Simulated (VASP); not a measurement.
Here is a VASP 6.6.1 calculation.

The input INCAR:

```
PREC = Accurate
ENCUT = 520
EDIFF = 1E-6
ISMEAR = -1
SIGMA = 0.05
LREAL = False
LASPH = True
NELM = 120
ALGO = Normal
ISIF = 2
LWAVE = False
LCHARG = False
ISPIN = 2
MAGMOM = 1 0
LORBIT = 11
LMAXMIX = 4
METAGGA = R2SCAN
LMIXTAU = True
```

File KPOINTS:

```
regular mesh
0
Gamma
  7 7 7
```

File POSCAR:

```
NiO
1.0
    0.0000000000      2.2406300000      2.2406300000
    2.2406300000      0.0000000000      2.2406300000
    2.2406300000      2.2406300000      0.0000000000
Ni O
1 1
Direct
    0.0000000000      0.0000000000      0.0000000000
    0.7500000000      0.7500000000      0.7500000000
```

The input KPOINTS_OPT:

```
path GXWKGLUWLK,UX
15
line-mode
reciprocal
 0.0000000000  0.0000000000  0.0000000000  G
 0.5000000000  0.0000000000  0.5000000000  X

 0.5000000000  0.0000000000  0.5000000000  X
 0.5000000000  0.2500000000  0.7500000000  W

 0.5000000000  0.2500000000  0.7500000000  W
 0.3750000000  0.3750000000  0.7500000000  K

 0.3750000000  0.3750000000  0.7500000000  K
 0.0000000000  0.0000000000  0.0000000000  G

 0.0000000000  0.0000000000  0.0000000000  G
 0.5000000000  0.5000000000  0.5000000000  L

 0.5000000000  0.5000000000  0.5000000000  L
 0.6250000000  0.2500000000  0.6250000000  U

 0.6250000000  0.2500000000  0.6250000000  U
 0.5000000000  0.2500000000  0.7500000000  W

 0.5000000000  0.2500000000  0.7500000000  W
 0.5000000000  0.5000000000  0.5000000000  L

 0.5000000000  0.5000000000  0.5000000000  L
 0.3750000000  0.3750000000  0.7500000000  K

 0.6250000000  0.2500000000  0.6250000000  U
 0.5000000000  0.0000000000  0.5000000000  X
```

Potentials or basis: VASP PAW PBE potentials, release 64 (Ni, O).

Launch:

```bash
$ cat potpaw_PBE.64/Ni/POTCAR potpaw_PBE.64/O/POTCAR > POTCAR
$ mpirun -np 1 vasp_std > vasp.out
```

**Question.** What does it give for the band gap along the path?

**Answer.** None (metal or under the smearing width).

**Question.** Estimate the net moment.

**Answer.** 2.00 μB per cell.

**Question.** Predict the site moments.

**Answer.** Ni +1.61; O +0.36 μB.

**Question.** Estimate the pressure.

**Answer.** -4.6 GPa.

Levels at the corners of the path, in eV from the Fermi level:
Spin up:
| point | band 6 | band 7 | band 8 | band 9 | band 10 | band 11 | band 12 | band 13 |
| --- | --- | --- | --- | --- | --- | --- | --- | --- |
| Γ | -3.22 | -0.63 | -0.63 | -0.63 | 0.34 | 14.58 | 14.58 | 14.58 |
| X | -2.96 | -2.80 | -2.80 | -2.48 | 5.27 | 10.22 | 11.13 | 14.91 |
| X | -2.96 | -2.80 | -2.80 | -2.48 | 5.27 | 10.22 | 11.13 | 14.91 |
| W | -3.73 | -3.25 | -2.81 | -1.85 | 7.03 | 10.12 | 10.60 | 11.81 |
| W | -3.73 | -3.25 | -2.81 | -1.85 | 7.03 | 10.12 | 10.60 | 11.81 |
| K | -3.36 | -3.30 | -2.28 | -2.12 | 6.58 | 9.53 | 10.33 | 14.57 |
| K | -3.36 | -3.30 | -2.28 | -2.12 | 6.58 | 9.53 | 10.33 | 14.57 |
| Γ | -3.22 | -0.63 | -0.63 | -0.63 | 0.34 | 14.58 | 14.58 | 14.58 |
| Γ | -3.22 | -0.63 | -0.63 | -0.63 | 0.34 | 14.58 | 14.58 | 14.58 |
| L | -3.21 | -3.21 | -1.44 | -1.44 | 5.90 | 7.35 | 13.95 | 13.95 |
| L | -3.21 | -3.21 | -1.44 | -1.44 | 5.90 | 7.35 | 13.95 | 13.95 |
| U | -3.36 | -3.30 | -2.28 | -2.12 | 6.58 | 9.53 | 10.33 | 14.57 |
| U | -3.36 | -3.30 | -2.28 | -2.12 | 6.58 | 9.53 | 10.33 | 14.57 |
| W | -3.73 | -3.25 | -2.81 | -1.85 | 7.03 | 10.12 | 10.60 | 11.81 |
| W | -3.73 | -3.25 | -2.81 | -1.85 | 7.03 | 10.12 | 10.60 | 11.81 |
| L | -3.21 | -3.21 | -1.44 | -1.44 | 5.90 | 7.35 | 13.95 | 13.95 |
| L | -3.21 | -3.21 | -1.44 | -1.44 | 5.90 | 7.35 | 13.95 | 13.95 |
| K | -3.36 | -3.30 | -2.28 | -2.12 | 6.58 | 9.53 | 10.33 | 14.57 |
| U | -3.36 | -3.30 | -2.28 | -2.12 | 6.58 | 9.53 | 10.33 | 14.57 |
| X | -2.96 | -2.80 | -2.80 | -2.48 | 5.27 | 10.22 | 11.13 | 14.91 |
Spin down:
```
point  band 6  band 7  band 8  band 9  band 10  band 11
    Γ   -2.08    0.71    1.87    1.87     1.87    14.87
    X   -1.53   -1.36   -0.03   -0.03     5.91    11.11
    X   -1.53   -1.36   -0.03   -0.03     5.91    11.11
    W   -1.65   -1.61   -0.14    0.18     7.78    11.02
    W   -1.65   -1.61   -0.14    0.18     7.78    11.02
    K   -1.77   -1.16   -0.11    0.25     7.23    10.17
    K   -1.77   -1.16   -0.11    0.25     7.23    10.17
    Γ   -2.08    0.71    1.87    1.87     1.87    14.87
    Γ   -2.08    0.71    1.87    1.87     1.87    14.87
    L   -1.78   -0.69    0.90    0.90     6.32     8.08
    L   -1.78   -0.69    0.90    0.90     6.32     8.08
    U   -1.77   -1.16   -0.11    0.25     7.23    10.17
    U   -1.77   -1.16   -0.11    0.25     7.23    10.17
    W   -1.65   -1.61   -0.14    0.18     7.78    11.02
    W   -1.65   -1.61   -0.14    0.18     7.78    11.02
    L   -1.78   -0.69    0.90    0.90     6.32     8.08
    L   -1.78   -0.69    0.90    0.90     6.32     8.08
    K   -1.77   -1.16   -0.11    0.25     7.23    10.17
    U   -1.77   -1.16   -0.11    0.25     7.23    10.17
    X   -1.53   -1.36   -0.03   -0.03     5.91    11.11
```

Caveat: the PAW data sets were made with another functional, which shifts forces and pressure a little; a cell with one magnetic atom can't hold antiferromagnetic order, which such compounds often take; semilocal functionals often make such compounds metallic where correlation or magnetic order opens a gap, which also shifts bond lengths.
